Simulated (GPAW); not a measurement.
The system is CaF2 (Fluorite).

```xyz
3
Lattice="0.0000 2.7310 2.7310 2.7310 0.0000 2.7310 2.7310 2.7310 0.0000" Properties=species:S:1:pos:R:3 pbc="T T T"
Ca    0.0000    0.0000    0.0000
F     4.0965    4.0965    4.0965
F     1.3655    1.3655    1.3655
```

Base run:

| Property | Result |
| --- | --- |
| Program | GPAW 26.7.0 |
| Functional | vdW-DF-cx |
| Potentials or basis | GPAW PAW data sets (gpaw-data 1.2.1) |
| Cutoff | 800 eV |
| Basis | pw |
| k mesh | 7 × 7 × 7 |
| Occupations | fermi-dirac, width 0.05 eV |
| Spin | no spin polarisation |

Its results: band gap on the k mesh 7.40 eV, indirect (least direct gap 7.63 eV).

Problem. The run is repeated on the same cell with these changes: functional from vdW-DF-cx to HF; cutoff from 800 eV to 600 eV; k mesh from 7 × 7 × 7 to 3 × 3 × 3. What comes out?

Solution. Band gap on the k mesh 19.04 eV, indirect (least direct gap 19.18 eV).

Several settings changed at once, so the effect can't be laid on one alone.

Caveats: some runs use coarse meshes; exact exchange converges slowly with the k mesh, and this mesh is small (some runs); an odd mesh through Γ misses points on the zone boundary, where band edges often lie (some runs).
